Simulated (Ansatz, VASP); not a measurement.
# MgO: VASP beside Ansatz

POSCAR

```
MgO
1.0
    0.0000000000      2.3046012467      2.3046012467
    2.3046012467      0.0000000000      2.3046012467
    2.3046012467      2.3046012467      0.0000000000
Mg O
1 1
Direct
    0.0000000000      0.0000000000      0.0000000000
    0.2500000000      0.2500000000      0.2500000000
```

The input INCAR.step1:

```
SYSTEM = MgO
PREC = Accurate
ENCUT = 520
ISMEAR = 0
SIGMA = 0.01
LREAL = .False.
LASPH = .True.
NELM = 100
NBANDS = 11
GGA = PE
ALGO = Normal
EDIFF = 1E-4
LWAVE = .True.
LCHARG = .False.
```

The input INCAR.step2:

```
SYSTEM = MgO
PREC = Accurate
ENCUT = 520
EDIFF = 1E-7
ISMEAR = 0
SIGMA = 0.01
LREAL = .False.
LASPH = .True.
NELM = 100
ALGO = Normal
ISIF = 2
LWAVE = .False.
LCHARG = .True.
METAGGA = R2SCAN
LMIXTAU = .True.
LELF = .True.
LVHAR = .True.
NBANDS = 11
ISTART = 1
```

KPOINTS

```
regular mesh
0
Gamma
  8 8 8
  0 0 0
```

Input for Ansatz:

```yaml
crystal:
  lattice:
    - [0.0, 2.3046012467, 2.3046012467]
    - [2.3046012467, 0.0, 2.3046012467]
    - [2.3046012467, 2.3046012467, 0.0]
  atoms:
    - { symbol: Mg, position: [0.0, 0.0, 0.0] }
    - { symbol: O, position: [0.25, 0.25, 0.25] }
kpoints:
  mp_grid: { grid: [8, 8, 8] }
hamiltonian:
  xc: r2scan
scf:
  occupations: { method: fixed }
  n_extra_bands: 4
output:
  forces: true
  stress: true
  eigenvalues: true
```

Alike in both runs: task single point; functional r2SCAN; k mesh 8 × 8 × 8; no spin polarisation.

```csv
,VASP,Ansatz
version,VASP 6.6.1,Ansatz 0.2.0
potentials or method,"VASP PAW PBE potentials, release 64 (Mg, O)","plane waves, PAW"
plane-wave cutoff (eV),520,500
occupations,"gaussian, width 0.01 eV",fixed
valence electrons in the cell,8,16
```

|  | VASP | Ansatz | Ansatz less VASP |
| --- | --- | --- | --- |
| gap on the k mesh at the Fermi level (eV) | 4.15 | 4.16 | +0.014 |
| pressure (GPa) | -4.1 | -3.5 | +0.61 |

The two sets of potentials don't hold the same shells in valence.

Caveats: the PAW data sets were made with another functional, which shifts forces and pressure a little (VASP). r2SCAN opens gaps a little over a GGA but as a rule still falls short of measured ones.
